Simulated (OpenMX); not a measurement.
# CdS (Greenockite) (P6_3mc) in OpenMX: further runs, part 2 of 2

OpenMX 3.8.5. Earlier steps stand in the parts before.

**6. Single point, PBE, 24.12 Å³/atom (volume scaled by 0.96)**

CdS.dat reads:

```
System.CurrrentDirectory             ./
System.Name                          CdS
DATA.PATH                            ./DFT_DATA13
level.of.stdout                      1
level.of.fileout                     0
Species.Number                       2
<Definition.of.Atomic.Species
  Cd  Cd7.0-s3p2d1           Cd_PBE13
  S   S7.0-s2p2d1            S_PBE13
Definition.of.Atomic.Species>

Atoms.Number                         4
Atoms.SpeciesAndCoordinates.Unit     FRAC
<Atoms.SpeciesAndCoordinates
    1  Cd    0.6666666667    0.3333333333    0.5000000000   6.000  6.000
    2  Cd    0.3333333333    0.6666666667    0.0000000000   6.000  6.000
    3  S     0.6666666667    0.3333333333    0.8750000000   3.000  3.000
    4  S     0.3333333333    0.6666666667    0.3750000000   3.000  3.000
Atoms.SpeciesAndCoordinates>

Atoms.UnitVectors.Unit               Ang
<Atoms.UnitVectors
     4.0939120434    0.0000000000    0.0000000000
    -2.0469560217    3.5454318304    0.0000000000
     0.0000000000    0.0000000000    6.6459482979
Atoms.UnitVectors>

scf.XcType                           GGA-PBE
scf.SpinPolarization                 off
scf.ElectronicTemperature            580.226
scf.maxIter                          100
scf.EigenvalueSolver                 band
scf.Kgrid                            7 7 5
scf.Mixing.Type                      rmm-diisk
scf.Init.Mixing.Weight               0.05
scf.Min.Mixing.Weight                0.001
scf.Max.Mixing.Weight                0.3
scf.Mixing.History                   25
scf.Mixing.StartPulay                8
scf.criterion                        1.0e-8
MD.Type                              nomd
scf.Ngrid                            48 48 90
scf.energycutoff                     500.0
```

Potentials or basis: OpenMX 2013 PBE set, Cd7.0-s3p2d1, S7.0-s2p2d1, fixed grid of 48 × 48 × 90 points.

On the command line:

```
$ openmx CdS.dat -nt 1 > CdS.std
```

Wall time 1.7 min (1 thread of Intel Xeon Platinum 8488C (Sapphire Rapids), shared host); peak memory 1.1 GiB.

The run converged. Its results:

```yaml
Free_energy: -3475.9570 eV
Largest_force: 0.086 eV/Å
Band_gap_on_the_k_mesh: 1.41 eV, direct
Mulliken_charges: Cd +0.43; S -0.43 e
```

Caveat: Mulliken charges move with the basis; the basis of atomic orbitals isn't converged, which shifts pressures, moduli and gaps.

**7. Single point, PBE, 26.13 Å³/atom (volume scaled by 1.04)**

Changes to CdS.dat since step 6:

```diff
@@ -22,5 +22,5 @@
 <Atoms.UnitVectors
-     4.0939120434    0.0000000000    0.0000000000
-    -2.0469560217    3.5454318304    0.0000000000
-     0.0000000000    0.0000000000    6.6459482979
+     4.2046115259    0.0000000000    0.0000000000
+    -2.1023057629    3.6413003944    0.0000000000
+     0.0000000000    0.0000000000    6.8256549035
 Atoms.UnitVectors>
```

On the command line:

```
$ openmx CdS.dat -nt 1 > CdS.std
```

Run time: 97 s. Hardware: 1 thread of Intel Xeon Platinum 8488C (Sapphire Rapids), shared host; peak memory 1 GiB.

Results (log left out):

```yaml
Free_energy: -3476.0778 eV
Largest_force: 0.067 eV/Å
Band_gap_on_the_k_mesh: 1.15 eV, direct
Mulliken_charges: Cd +0.42; S -0.42 e
```

Caveat: Mulliken charges move with the basis; the basis of atomic orbitals isn't converged, which shifts pressures, moduli and gaps.

**8. Single point, PBE, 23.61 Å³/atom (volume scaled by 0.94)**

Changes to CdS.dat since step 7:

```diff
@@ -22,5 +22,5 @@
 <Atoms.UnitVectors
-     4.2046115259    0.0000000000    0.0000000000
-    -2.1023057629    3.6413003944    0.0000000000
-     0.0000000000    0.0000000000    6.8256549035
+     4.0652823512    0.0000000000    0.0000000000
+    -2.0326411756    3.5206377897    0.0000000000
+     0.0000000000    0.0000000000    6.5994716144
 Atoms.UnitVectors>
```

On the command line:

```
$ openmx CdS.dat -nt 1 > CdS.std
```

It took 1.7 min on 1 thread of Intel Xeon Platinum 8488C (Sapphire Rapids), shared host; peak memory 1.1 GiB.

Results (log left out):

| Item | Value |
| --- | --- |
| Free energy | -3475.8792 eV |
| Largest force | 0.091 eV/Å |
| Band gap on the k mesh | 1.48 eV, direct |
| Mulliken charges | Cd +0.44; S -0.44 e |

Caveat: Mulliken charges move with the basis; the basis of atomic orbitals isn't converged, which shifts pressures, moduli and gaps.

**9. Single point, PBE, 26.63 Å³/atom (volume scaled by 1.06)**

Changes to CdS.dat since step 8:

```diff
@@ -22,5 +22,5 @@
 <Atoms.UnitVectors
-     4.0652823512    0.0000000000    0.0000000000
-    -2.0326411756    3.5206377897    0.0000000000
-     0.0000000000    0.0000000000    6.5994716144
+     4.2313932131    0.0000000000    0.0000000000
+    -2.1156966065    3.6644940159    0.0000000000
+     0.0000000000    0.0000000000    6.8691315847
 Atoms.UnitVectors>
```

Potentials or basis: OpenMX 2013 PBE set, Cd7.0-s3p2d1, S7.0-s2p2d1, fixed grid of 48 × 48 × 90 points.

On the command line:

```
$ openmx CdS.dat -nt 1 > CdS.std
```

Run time: 94 s. Hardware: 1 thread of Intel Xeon Platinum 8488C (Sapphire Rapids), shared host; peak memory 1 GiB.

It converged, with:

| Quantity | Value |
| --- | --- |
| Free energy | -3476.0697 eV |
| Largest force | 0.063 eV/Å |
| Band gap on the k mesh | 1.09 eV, direct |
| Mulliken charges | Cd +0.42; S -0.42 e |

Caveat: Mulliken charges move with the basis; the basis of atomic orbitals isn't converged, which shifts pressures, moduli and gaps.

**10. Equation of state, PBE**

No new run: the results of the series are fitted here.

It converged, with:

```
Equilibrium volume                        : 26.07 Å³/atom
Bulk modulus at fixed shape and positions : 57 GPa
Pressure derivative of the bulk modulus   : 4.8
```

Energy against volume, from the lowest point:
```csv
volume (Å³/atom),energy (meV/atom)
23.614,49.65
24.116,30.19
24.618,15.95
25.121,6.55
25.623,1.43
26.126,0.00
26.628,2.03
```

Caveat: volumes in these bases differ from converged ones by about 1 %, for some elements by several; the cell was scaled at fixed shape and fractional positions, which overstates the stiffness of a crystal with free parameters, most of all of layers and chains; the basis of atomic orbitals isn't converged, which shifts pressures, moduli and gaps.

**11. For comparison**

An earlier run on the cell as given: functional PBE; potentials or basis OpenMX 2013 PBE set, Cd7.0-s3p2d2, S7.0-s2p2d1f1, grid cutoff 500 Ry; k mesh 7 × 7 × 5; occupations fermi-dirac, width 0.05 eV; no spin polarisation.

* Pressure: 2.7 GPa
* Largest force: 0.080 eV/Å
* Band gap on the k mesh: 1.35 eV, direct
* Mulliken charges: Cd +0.33; S -0.33 e

**12. The runs side by side**

```tsv
task	potentials or basis	max SCF cycles	grid points, held for all volumes	gap on the mesh (eV)	pressure (GPa)	largest force (eV/Å)
band structure	OpenMX 2013 PBE set, Cd7.0-s3p2d1, S7.0-s2p2d1, grid cutoff 500 Ry	100	-	1.28	2.3	0.08
equation of state	OpenMX 2013 PBE set, Cd7.0-s3p2d1, S7.0-s2p2d1, fixed grid of 48 × 48 × 90 points	-	48 × 48 × 90	-	-	-
single point	OpenMX 2013 PBE set, Cd7.0-s3p2d2, S7.0-s2p2d1f1, grid cutoff 500 Ry	100	-	1.35	2.7	0.08
```

Alike in all rows: level PBE; no spin polarisation; cell as given; k mesh 7 × 7 × 5; smearing fermi-dirac 0.05 eV.

Caveats: the basis of atomic orbitals isn't converged, which shifts pressures, moduli and gaps; volumes in these bases differ from converged ones by about 1 %, for some elements by several (some runs); the cell was scaled at fixed shape and fractional positions, which overstates the stiffness of a crystal with free parameters, most of all of layers and chains (some runs).

Total energies depend on the potentials used, so only differences within one code and one set of settings carry meaning.

**13. How close it comes**

Step 2. Measured gap of CdS: 2.5809 eV (quoted in “Isotope dependence of band-gap energy”, 2008, arxiv:0807.2152). This calculation gives 1.28 eV (-1.30 eV). So large a miss can be the level of theory's own, or it may mean another phase, state or a wrong row. Spin-orbit coupling on Cd is left out. The value is that of PBE in an atomic basis (OpenMX 2013 PBE set, Cd7.0-s3p2d1, S7.0-s2p2d1, grid cutoff 500 Ry), whose error adds to the functional's,, without temperature or zero-point motion. Semilocal functionals fall short of measured gaps as a rule.
